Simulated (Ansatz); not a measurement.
# Si in Ansatz: further runs

One sheet, Si, is run at these levels: PBE, LDA, PBEsol; tasks: work function, projected density of states.

Program: Ansatz 0.2.0. These are calculated values, not measurements. Logs are shortened: lines on timing, memory, paths and dates and some standing lists are left out, and cuts for length are marked.

## 1. The sheet as given

The cell holds a sheet with vacuum, 1 atom: a = 2.399 Å, b = 2.418 Å, c = 23.800 Å, α = 90.00°, β = 90.00°, γ = 90.00°.

The cell was built by a generator and needn't be a form met in nature.

## 2. Work function, PBE

The input, input.yaml:

```yaml
crystal:
  lattice:
    - [2.39932, 0.0, 0.0]
    - [0.0, 2.41794, 0.0]
    - [0.0, 0.0, 23.8]
  atoms:
    - { symbol: Si, position: [0.5, 0.5, 0.29412] }
  periodic: [true, true, false]
kpoints:
  mp_grid: { grid: [11, 11, 1] }
scf:
  occupations: { method: fermi_dirac, width: 0.05 }
hamiltonian:
  xc: pbe
  pseudopotentials: { kind: all_electron, lapw: { basis_error: 0.002 } }
output:
  forces: true
  stress: true
  eigenvalues: true
```

Potentials or basis: all-electron LAPW, scalar-relativistic.

Command:

```bash
ansatz run input.yaml --threads 2 --pin off --max-ram 8192MiB --backend cpu --events-out ev --progress --plain --runs-dir out
```

What it wrote:

```text
Warning: RAYON_NUM_THREADS=2 ignored (pool sized by the plan → 2); use --threads N
LAPW: plane waves up to 6.952 Å⁻¹, error target 2.0e-3 eV per atom; small_component_spin mean_spin; Si in spheres of 1.200 Å, 12 of its electrons in bands, Dirac shells [] (how accurate: hamiltonian.pseudopotentials.lapw.basis_error, Limitations)
Engine: ansatz 0.2.0, aarch64-unknown-linux-gnu
Pseudopotentials: kind: all_electron
Pseudopotential: Si, LAPW, valence charge 12, lapw/all_electron/scalar/gaussian/Si, Koelling and Harmon's equation, gaussian nucleus
Functional definition: PBE
  parameter kappa = 0.804
  parameter beta = 0.06672455060314922
  exchange = pbe_x(kappa = kappa, mu = beta*pi^2/3)
  correlation = pbe_c(beta = beta)
Crystal: 1 atoms, lattice volume = 138.074 Å³
Basis set: ecut = 184.15530632663308 eV, 801 PW (Γ), exchange–correlation at level 2
Bands: 10, of which v1, the nominal top of the filled ones, is band 6 counted from 1 (5 counted from 0)
Symmetry: 8 space group operations
Space group: Pmmm (ITA 47), of the structure as read, at distance tolerance 5.2e-5 Å
k-points: 36 of 121
Non-local potential: Si, projectors of the file, none
Initial density: superposition of atomic densities (neutral atoms: chi_scale 0, normalization atom)
Initial wavefunctions: plane waves of lowest kinetic energy (no species holds an atomic orbital)
Functional: x = pbe(κ = 0.804, μ = 0.2195149727645171), c = pbe(β = 0.06672455060314922)
iter 1 solved again at ethr=3.26e-3 eV; its pass at ethr=1.00e-1 eV (dr2=3.92e-1 eV) is discarded
SCF iter   1: F=—  HF=-7891.549456 eV  |F-HF|=—  |Δ(HF+E_count)|=         —  Δρ=1.23e-2  dr2=3.99e-1  ethr=3.26e-3  ⟨swp⟩=3.6  Hψ=2568  notcnv=0
preconditioner: auto → LDOS  [insulator: Δε(μ)=0.133 eV  Ē_g=10.905 eV  σ=0.050 eV  W_gap=0.56  n_scr=12 (ndim 8)  ℏωp=6.3 eV  f_vac=0.785  D(μ)=0.43/eV (n_scr^D=4)  ε∞_Penn≈1.3  β→1.0]
iter 2 solved again at ethr=1.74e-4 eV; its pass at ethr=3.26e-3 eV (dr2=2.09e-2 eV) is discarded
SCF iter   2: F=—  HF=-7891.382257 eV  |F-HF|=—  |Δ(HF+E_count)|=   1.67e-1  Δρ=4.41e-3  dr2=2.10e-2  ethr=1.74e-4  ⟨swp⟩=2.3  Hψ=2063  notcnv=0  defer=4
SCF iter   3: F=—  HF=-7891.383414 eV  |F-HF|=—  |Δ(HF+E_count)|=         —  Δρ=9.98e-4  dr2=3.62e-3  ethr=1.74e-4  ⟨swp⟩=3.1  Hψ=1145  notcnv=0  defer=2
the basis was enlarged: its passes take 37.6 KiB over the memory plan, 2 of 2 planned eigensolver slots
SCF iter   4: F=—  HF=-7891.383234 eV  |F-HF|=—  |Δ(HF+E_count)|=   1.80e-4  Δρ=3.07e-4  dr2=1.09e-4  ethr=3.02e-5  ⟨swp⟩=3.1  Hψ=1174  notcnv=0  defer=1
SCF iter   5: F=—  HF=-7891.383252 eV  |F-HF|=—  |Δ(HF+E_count)|=   1.81e-5  Δρ=9.64e-5  dr2=1.42e-5  ethr=9.06e-7  ⟨swp⟩=2.8  Hψ=938  notcnv=0  defer=1
SCF iter   6: F=—  HF=-7891.383249 eV  |F-HF|=—  |Δ(HF+E_count)|=   3.60e-6  Δρ=1.54e-5  dr2=4.49e-7  ethr=1.19e-7  ⟨swp⟩=2.8  Hψ=950  notcnv=0  defer=1
SCF iter   7: F=-7891.383249 eV  HF=-7891.383249 eV  |F-HF|=2.73e-10  |Δ(HF+E_count)|=   2.38e-8  Δρ=3.32e-6  dr2=6.86e-8  ethr=3.74e-9  ⟨swp⟩=3.0  Hψ=980  notcnv=0
SCF 1 converged in 7 iterations: F = -7891.383249 eV  dr2 = 6.86e-8
SCF converged after 7 iterations
Free energy (F): -7891.383249 eV
Harris-Foulkes:  -7891.383249 eV  (|F-HF|=2.73e-10)
Internal energy: -7891.377407 eV  (E = F + TS)
E sigma→0 (E₀):  -7891.380328 eV
Entropy (-TS):   -0.005841 eV (-5.841 meV/atom)
Fermi energy:    -4.677024 eV
--- Per-component energies (eV) ---
  E_band       = -883.475906
  E_kinetic    = 7913.637071
  E_xc         = -567.091551
  E_electrostatic = -15237.922928  (all electrons and nuclei)
  E_smearing   = -0.005841  (= −TS)
  E_closure    = 0.000000  (closes the sum)
  E_atoms      = -7886.856883  (free atoms, spherical and without spin; not in F)
  Σ components = -7891.383249   (vs F -7891.383249, Δ=0.00e0)
  Basis errors (estimates in eV, not in F): energy 1.1e-3 per atom: plane waves 9.6e-4 (5.9e-4 summed), levels above the bands 1.3e-56, relativity 2.6e-8, radial functions 9.4e-5, core shells 8.4e-13; eigenvalues (radial functions only) 2.2e-6; not estimated: angular momenta, meshes, grids; target (lapw.basis_error) 2.0e-3; muffin-tin radii Si 1.200 Å
--- Forces (eV/Å), atoms counted from 1 ---
  atom   1  Si     0.00000000     0.00000000     0.00000000
  max |Σ_I F_I| component: 0.00e0 eV/Å
--- 2D stress c σ (N/m, compression-positive) ---
        0.676011       0.000000       0.000000
        0.000000      -0.322200       0.000000
        0.000000       0.000000       0.000000
  P = ½ c Tr σ = 0.1769 N/m
--- Band table (eV; the first three rows and the last of 36) ---
  k-point 0: bands = ["-138.7229", "-94.8286", "-94.7224", "-94.7196", "-16.1628", "-7.8350", "-1.6015", "-0.2506", "0.4072", "0.8971"]
  k-point 1: bands = ["-138.7227", "-94.8285", "-94.7241", "-94.7195", "-15.9599", "-7.6407", "-1.3996", "-0.0399", "0.6142", "1.1083"]
  k-point 2: bands = ["-138.7222", "-94.8281", "-94.7286", "-94.7192", "-15.3532", "-7.0604", "-1.0650", "-0.4501", "0.5913", "1.2678"]
  k-point 35: bands = ["-138.7177", "-94.8251", "-94.7413", "-94.7409", "-6.5838", "-5.4713", "-2.7690", "-0.7908", "0.9030", "4.4402"]
  the weakly bound empty levels are not read free of the cell's end (augmented_plane_waves)
```

It took 2.9 s on 2 threads of Arm Neoverse V1, shared host; peak memory 0.28 GiB.

Results:

| Quantity | Value |
| --- | --- |
| Free energy | -7891.3832 eV |
| Band gap on the k mesh | none (metal or under the smearing width) |
| Work function | 4.68 eV |

## 3. Work function, LDA

input.yaml, as its differences from that of step 2:

```diff
@@ -13,3 +13,3 @@
 hamiltonian:
-  xc: pbe
+  xc: lda
   pseudopotentials: { kind: all_electron, lapw: { basis_error: 0.002 } }
```

Potentials or basis: all-electron LAPW, scalar-relativistic.

Command:

```bash
ansatz run input.yaml --threads 2 --pin off --max-ram 8192MiB --backend cpu --events-out ev --progress --plain --runs-dir out
```

What it wrote:

```text
Warning: RAYON_NUM_THREADS=2 ignored (pool sized by the plan → 2); use --threads N
LAPW: plane waves up to 6.968 Å⁻¹, error target 2.0e-3 eV per atom; small_component_spin mean_spin; Si in spheres of 1.200 Å, 12 of its electrons in bands, Dirac shells [] (how accurate: hamiltonian.pseudopotentials.lapw.basis_error, Limitations)
Engine: ansatz 0.2.0, aarch64-unknown-linux-gnu
Pseudopotentials: kind: all_electron
Pseudopotential: Si, LAPW, valence charge 12, lapw/all_electron/scalar/gaussian/Si, Koelling and Harmon's equation, gaussian nucleus
Functional definition: SPW92
  exchange = slater_x
  correlation = pw_c
Crystal: 1 atoms, lattice volume = 138.074 Å³
Basis set: ecut = 185.01121370105423 eV, 801 PW (Γ), exchange–correlation at level 2
Bands: 10, of which v1, the nominal top of the filled ones, is band 6 counted from 1 (5 counted from 0)
Symmetry: 8 space group operations
Space group: Pmmm (ITA 47), of the structure as read, at distance tolerance 5.2e-5 Å
[... 24 lines left out ...]
  E_band       = -883.299889
  E_kinetic    = 7877.990956
  E_xc         = -538.894505
  E_electrostatic = -15203.319393  (all electrons and nuclei)
  E_smearing   = -0.005866  (= −TS)
  E_closure    = 0.000000  (closes the sum)
  E_atoms      = -7859.230399  (free atoms, spherical and without spin; not in F)
  Σ components = -7864.228808   (vs F -7864.228808, Δ=0.00e0)
  Basis errors (estimates in eV, not in F): energy 1.0e-3 per atom: plane waves 9.6e-4 (6.0e-4 summed), levels above the bands 2.0e-57, relativity 1.7e-9, radial functions 6.4e-5, core shells 3.5e-11; eigenvalues (radial functions only) 2.2e-6; not estimated: angular momenta, meshes, grids; target (lapw.basis_error) 2.0e-3; muffin-tin radii Si 1.200 Å
--- Forces (eV/Å), atoms counted from 1 ---
  atom   1  Si     0.00000000     0.00000000     0.00000000
  max |Σ_I F_I| component: 4.93e-32 eV/Å
--- 2D stress c σ (N/m, compression-positive) ---
       -0.681985       0.000000       0.000000
        0.000000      -1.645695       0.000000
        0.000000       0.000000       0.000000
  P = ½ c Tr σ = -1.1638 N/m
--- Band table (eV; the first three rows and the last of 36) ---
  k-point 0: bands = ["-138.0026", "-94.9122", "-94.8085", "-94.8058", "-16.3304", "-8.0275", "-1.8354", "-0.2719", "0.3979", "0.8642"]
  k-point 1: bands = ["-138.0024", "-94.9121", "-94.8102", "-94.8057", "-16.1282", "-7.8335", "-1.6336", "-0.0618", "0.6052", "1.0752"]
  k-point 2: bands = ["-138.0018", "-94.9117", "-94.8149", "-94.8053", "-15.5235", "-7.2539", "-1.2899", "-0.6759", "0.5675", "1.2557"]
  k-point 35: bands = ["-137.9970", "-94.9087", "-94.8279", "-94.8275", "-6.7823", "-5.6640", "-3.0394", "-0.9782", "0.6715", "4.2600"]
  the weakly bound empty levels are not read free of the cell's end (augmented_plane_waves)
```

Run time: 2.8 s. Hardware: 2 threads of Arm Neoverse V1, shared host; peak memory 0.27 GiB.

What came out:

| Property | Result |
| --- | --- |
| Free energy | -7864.2288 eV |
| Band gap on the k mesh | none (metal or under the smearing width) |
| Work function | 4.87 eV |

## 4. Work function, PBEsol

input.yaml, as its differences from that of step 3:

```diff
@@ -13,3 +13,3 @@
 hamiltonian:
-  xc: lda
+  xc: pbesol
   pseudopotentials: { kind: all_electron, lapw: { basis_error: 0.002 } }
```

Potentials or basis: all-electron LAPW, scalar-relativistic.

Command:

```bash
ansatz run input.yaml --threads 2 --pin off --max-ram 8192MiB --backend cpu --events-out ev --progress --plain --runs-dir out
```

What it wrote:

```text
Warning: RAYON_NUM_THREADS=2 ignored (pool sized by the plan → 2); use --threads N
LAPW: plane waves up to 6.957 Å⁻¹, error target 2.0e-3 eV per atom; small_component_spin mean_spin; Si in spheres of 1.200 Å, 12 of its electrons in bands, Dirac shells [] (how accurate: hamiltonian.pseudopotentials.lapw.basis_error, Limitations)
Engine: ansatz 0.2.0, aarch64-unknown-linux-gnu
Pseudopotentials: kind: all_electron
Pseudopotential: Si, LAPW, valence charge 12, lapw/all_electron/scalar/gaussian/Si, Koelling and Harmon's equation, gaussian nucleus
Functional definition: PBEsol
  exchange = pbesol_x
  correlation = pbesol_c
Crystal: 1 atoms, lattice volume = 138.074 Å³
Basis set: ecut = 184.38673249527298 eV, 801 PW (Γ), exchange–correlation at level 2
Bands: 10, of which v1, the nominal top of the filled ones, is band 6 counted from 1 (5 counted from 0)
Symmetry: 8 space group operations
Space group: Pmmm (ITA 47), of the structure as read, at distance tolerance 5.2e-5 Å
k-points: 36 of 121
Non-local potential: Si, projectors of the file, none
Initial density: superposition of atomic densities (neutral atoms: chi_scale 0, normalization atom)
Initial wavefunctions: plane waves of lowest kinetic energy (no species holds an atomic orbital)
Functional: x = pbesol(κ = 0.804, μ = 0.12345679012345678), c = pbesol(β = 0.046)
iter 1 solved again at ethr=3.23e-3 eV; its pass at ethr=1.00e-1 eV (dr2=3.88e-1 eV) is discarded
SCF iter   1: F=—  HF=-7877.219952 eV  |F-HF|=—  |Δ(HF+E_count)|=         —  Δρ=1.24e-2  dr2=3.96e-1  ethr=3.23e-3  ⟨swp⟩=3.6  Hψ=2577  notcnv=0
preconditioner: auto → LDOS  [insulator: Δε(μ)=0.134 eV  Ē_g=10.909 eV  σ=0.050 eV  W_gap=0.57  n_scr=12 (ndim 8)  ℏωp=6.3 eV  f_vac=0.785  D(μ)=0.43/eV (n_scr^D=4)  ε∞_Penn≈1.3  β→1.0]
iter 2 solved again at ethr=2.14e-4 eV; its pass at ethr=3.23e-3 eV (dr2=2.57e-2 eV) is discarded
SCF iter   2: F=—  HF=-7877.051221 eV  |F-HF|=—  |Δ(HF+E_count)|=   1.69e-1  Δρ=4.73e-3  dr2=2.58e-2  ethr=2.14e-4  ⟨swp⟩=2.2  Hψ=2060  notcnv=0  defer=3
SCF iter   3: F=—  HF=-7877.048301 eV  |F-HF|=—  |Δ(HF+E_count)|=         —  Δρ=1.04e-3  dr2=4.24e-3  ethr=2.14e-4  ⟨swp⟩=3.1  Hψ=1147  notcnv=0  defer=2
the basis was enlarged: its passes take 19.8 KiB over the memory plan, 2 of 2 planned eigensolver slots
SCF iter   4: F=—  HF=-7877.047640 eV  |F-HF|=—  |Δ(HF+E_count)|=   6.61e-4  Δρ=3.40e-4  dr2=1.38e-4  ethr=3.53e-5  ⟨swp⟩=3.1  Hψ=1169  notcnv=0  defer=1
SCF iter   5: F=—  HF=-7877.047647 eV  |F-HF|=—  |Δ(HF+E_count)|=   6.94e-6  Δρ=1.09e-4  dr2=1.80e-5  ethr=1.15e-6  ⟨swp⟩=2.8  Hψ=939  notcnv=0  defer=1
SCF iter   6: F=—  HF=-7877.047642 eV  |F-HF|=—  |Δ(HF+E_count)|=   5.33e-6  Δρ=1.78e-5  dr2=5.46e-7  ethr=1.50e-7  ⟨swp⟩=2.8  Hψ=952  notcnv=0  defer=1
SCF iter   7: F=-7877.047642 eV  HF=-7877.047642 eV  |F-HF|=3.41e-9  |Δ(HF+E_count)|=   1.05e-7  Δρ=4.15e-6  dr2=9.08e-8  ethr=4.55e-9  ⟨swp⟩=3.0  Hψ=986  notcnv=0
SCF 1 converged in 7 iterations: F = -7877.047642 eV  dr2 = 9.08e-8
SCF converged after 7 iterations
Free energy (F): -7877.047642 eV
Harris-Foulkes:  -7877.047642 eV  (|F-HF|=3.41e-9)
Internal energy: -7877.041530 eV  (E = F + TS)
E sigma→0 (E₀):  -7877.044586 eV
Entropy (-TS):   -0.006112 eV (-6.112 meV/atom)
Fermi energy:    -4.751299 eV
--- Per-component energies (eV) ---
  E_band       = -882.607010
  E_kinetic    = 7897.019365
  E_xc         = -552.209017
  E_electrostatic = -15221.851878  (all electrons and nuclei)
  E_smearing   = -0.006112  (= −TS)
  E_closure    = 0.000000  (closes the sum)
  E_atoms      = -7872.210872  (free atoms, spherical and without spin; not in F)
  Σ components = -7877.047642   (vs F -7877.047642, Δ=0.00e0)
  Basis errors (estimates in eV, not in F): energy 1.1e-3 per atom: plane waves 9.6e-4 (6.0e-4 summed), levels above the bands 3.2e-57, relativity 1.3e-8, radial functions 9.6e-5, core shells 2.4e-11; eigenvalues (radial functions only) 2.2e-6; not estimated: angular momenta, meshes, grids; target (lapw.basis_error) 2.0e-3; muffin-tin radii Si 1.200 Å
--- Forces (eV/Å), atoms counted from 1 ---
  atom   1  Si     0.00000000     0.00000000     0.00000000
  max |Σ_I F_I| component: 0.00e0 eV/Å
--- 2D stress c σ (N/m, compression-positive) ---
       -0.054342       0.000000       0.000000
        0.000000      -1.044386       0.000000
        0.000000       0.000000       0.000000
  P = ½ c Tr σ = -0.5494 N/m
--- Band table (eV; the first three rows and the last of 36) ---
  k-point 0: bands = ["-138.4001", "-94.7432", "-94.6394", "-94.6367", "-16.2274", "-7.9208", "-1.6197", "-0.1987", "0.4018", "0.9164"]
  k-point 1: bands = ["-138.3999", "-94.7430", "-94.6411", "-94.6365", "-16.0245", "-7.7264", "-1.4185", "0.0120", "0.6089", "1.1275"]
  k-point 2: bands = ["-138.3994", "-94.7427", "-94.6457", "-94.6362", "-15.4180", "-7.1454", "-1.1171", "-0.4843", "0.6434", "1.2615"]
  k-point 35: bands = ["-138.3947", "-94.7396", "-94.6585", "-94.6581", "-6.6472", "-5.5323", "-2.8356", "-0.9041", "0.8372", "4.3616"]
  the weakly bound empty levels are not read free of the cell's end (augmented_plane_waves)
```

Run time: 2.9 s. Hardware: 2 threads of Arm Neoverse V1, shared host; peak memory 0.28 GiB.

Results:

```yaml
Free_energy: -7877.0476 eV
Band_gap_on_the_k_mesh: none (metal or under the smearing width)
Work_function: 4.75 eV
```

## 5. Projected density of states, PBE

input.yaml, as its differences from that of step 4:

```diff
@@ -10,2 +10,13 @@
   mp_grid: { grid: [11, 11, 1] }
+  band_path:
+    path:
+      - [0.0, 0.0, 0.0]
+      - [0.5, 0.0, 0.0]
+      - [0.5, 0.5, 0.0]
+      - [0.0, 0.5, 0.0]
+      - [0.0, 0.0, 0.0]
+      - [0.0, 0.0, 0.5]
+      - [0.5, 0.0, 0.5]
+      - [0.5, 0.5, 0.5]
+    npoints: 12
 scf:
@@ -13,3 +24,3 @@
 hamiltonian:
-  xc: pbesol
+  xc: pbe
   pseudopotentials: { kind: all_electron, lapw: { basis_error: 0.002 } }
@@ -19 +30,4 @@
   eigenvalues: true
+  fatbands: true
+  dos: { projected: true, de: 0.1, e_range: [-14, 6] }
+  populations: true
```

Command:

```bash
ansatz run input.yaml --threads 2 --pin off --max-ram 8192MiB --backend cpu --events-out ev --progress --plain --runs-dir out
```

Wall time 7.9 s (2 threads of Arm Neoverse V1, shared host); peak memory 0.28 GiB.

The run converged. Its results:

* Free energy: -7891.3832 eV
* Band gap along the path: none (metal or under the smearing width)
* Work function: 4.68 eV

Levels at the corners of the path, in eV from the Fermi level:
```csv
point,band 5,band 6,band 7,band 8,band 9,band 10
Γ,-11.49,-3.16,3.08,4.43,5.08,5.57
X,-5.69,-5.06,1.70,4.48,9.12,9.83
S,-0.95,-0.82,1.35,3.18,6.19,8.98
Y,-5.85,-5.07,1.57,4.44,9.00,9.74
Γ,-11.49,-3.16,3.08,4.43,5.08,5.57
Z,-11.49,-3.16,3.08,4.43,5.09,5.57
U,-5.69,-5.06,1.70,4.48,9.12,9.83
R,-0.95,-0.82,1.35,3.18,6.19,8.98
```

States per cell in windows of 0.5 eV (zero at the Fermi level; states under -8 eV left out):
```csv
from (eV),total,Si1 3p,Si1 3s,Si1 2s,Si1 2p,Si1 1s
-8.0,0.13,0.06,0.07,0.00,0.00,0.00
-7.5,0.13,0.06,0.07,0.00,0.00,0.00
-7.0,0.14,0.06,0.07,0.00,0.00,0.00
-6.5,0.20,0.09,0.11,0.00,0.00,0.00
-6.0,0.12,0.07,0.06,0.00,0.00,0.00
-5.5,0.09,0.05,0.04,0.00,0.00,0.00
-5.0,0.08,0.05,0.03,0.00,0.00,0.00
-4.5,0.13,0.09,0.04,0.00,0.00,0.00
-4.0,0.15,0.11,0.05,0.00,0.00,0.00
-3.5,0.15,0.11,0.04,0.00,0.00,0.00
-3.0,0.28,0.23,0.04,0.00,0.00,0.00
-2.5,0.29,0.24,0.04,0.00,0.00,0.00
-2.0,0.34,0.28,0.05,0.00,0.00,0.00
-1.5,0.42,0.37,0.05,0.00,0.00,0.00
-1.0,0.27,0.24,0.02,0.00,0.00,0.00
-0.5,0.17,0.15,0.01,0.00,0.00,0.00
0.0,0.17,0.15,0.01,0.00,0.00,0.00
0.5,0.23,0.20,0.02,0.00,0.00,0.00
1.0,0.35,0.30,0.02,0.00,0.00,0.00
1.5,0.33,0.27,0.03,0.00,0.00,0.00
2.0,0.22,0.16,0.03,0.00,0.00,0.00
2.5,0.21,0.14,0.04,0.00,0.00,0.00
3.0,0.34,0.14,0.06,0.00,0.00,0.00
3.5,0.30,0.09,0.03,0.00,0.00,0.00
4.0,0.23,0.12,0.03,0.00,0.00,0.00
4.5,0.53,0.13,0.05,0.00,0.00,0.00
5.0,0.58,0.06,0.03,0.00,0.00,0.00
5.5,0.79,0.12,0.04,0.00,0.00,0.00
```

## 6. Summary

```tsv
task	level	cutoff (eV)	gap on the mesh (eV)	work function (eV)
work function	PBE	184	none	4.68
work function	LDA	185	none	4.87
work function	PBEsol	184	none	4.75
projected density of states	PBE	184	-	4.68
```

Alike in all rows: potentials or basis all-electron LAPW, scalar-relativistic; no spin polarisation; cell as given; k mesh 11 × 11 × 1; smearing fermi-dirac 0.05 eV; basis error allowed 0.002 eV/atom.

Every run on the cell as given and a fine mesh finds a metal.

Compare energies only between runs with the same functional and basis.
